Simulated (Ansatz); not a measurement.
# Ti (fcc type): the cost of one run

Program: Ansatz 0.2.0. Level of theory: DFT PBEsol, with the methods named in each step. These are calculated values, not measurements.

This is Ti in the fcc structure; at room conditions it is hcp.

1 further run of the same task is left out (set aside as unsound or not needed). Runs told in other sessions of the task aren't counted.

## 1. The starting structure

Symmetry: Fm-3m, No. 225, cubic system. Conventional cell: a = 4.059 Å, b = 4.059 Å, c = 4.059 Å, α = 90.00°, β = 90.00°, γ = 90.00°. Around Ti (site symmetry m-3m) lie 12 Ti at 2.87 Å.

Coordinates:

```cif
data_structure
_symmetry_space_group_name_H-M 'Fm-3m'
_symmetry_Int_Tables_number 225
_cell_length_a 4.0592
_cell_length_b 4.0592
_cell_length_c 4.0592
_cell_angle_alpha 90.000
_cell_angle_beta 90.000
_cell_angle_gamma 90.000
_cell_volume 66.89
loop_
_atom_site_label
_atom_site_type_symbol
_atom_site_symmetry_multiplicity
_atom_site_Wyckoff_symbol
_atom_site_fract_x
_atom_site_fract_y
_atom_site_fract_z
_atom_site_occupancy
Ti1 Ti 4 a 0.00000 0.00000 0.00000 1
```

The file gives the conventional cell by its symmetry; the runs use the cell typed in the input.

Whether this phase is the stable one at these pressures isn't tested.

## 2. The reference volume, LAPW

input.yaml reads:

```yaml
crystal:
  lattice:
    - [0.0, 2.0296139257, 2.0296139257]
    - [2.0296139257, 0.0, 2.0296139257]
    - [2.0296139257, 2.0296139257, 0.0]
  atoms:
    - { symbol: Ti, position: [0.0, 0.0, 0.0] }
kpoints:
  mp_grid: { grid: [16, 16, 16] }
  band_path:
    path:
      - [0.0, 0.0, 0.0]
      - [0.5, 0.0, 0.5]
      - [0.625, 0.25, 0.625]
      - [0.375, 0.375, 0.75]
      - [0.0, 0.0, 0.0]
      - [0.5, 0.5, 0.5]
      - [0.5, 0.25, 0.75]
      - [0.5, 0.0, 0.5]
    npoints: 14
scf:
  occupations: { method: fermi_dirac, width: 0.1 }
hamiltonian:
  xc: pbesol
  pseudopotentials: { kind: all_electron, lapw: { basis_error: 0.001 } }
output:
  forces: true
  stress: true
  eigenvalues: true
  populations: true
  dos: { projected: true, de: 0.2, e_range: [-14, 8] }
```

The run is started by

```console
ansatz run input.yaml --threads 1 --pin off --max-ram 2048MiB --backend cpu --events-out ev --progress --plain --runs-dir out
```

Q: Estimate wall time and peak memory on 1 thread of Arm Neoverse V1, shared host.

About 9.3 s, with a peak of 0.28 GiB.
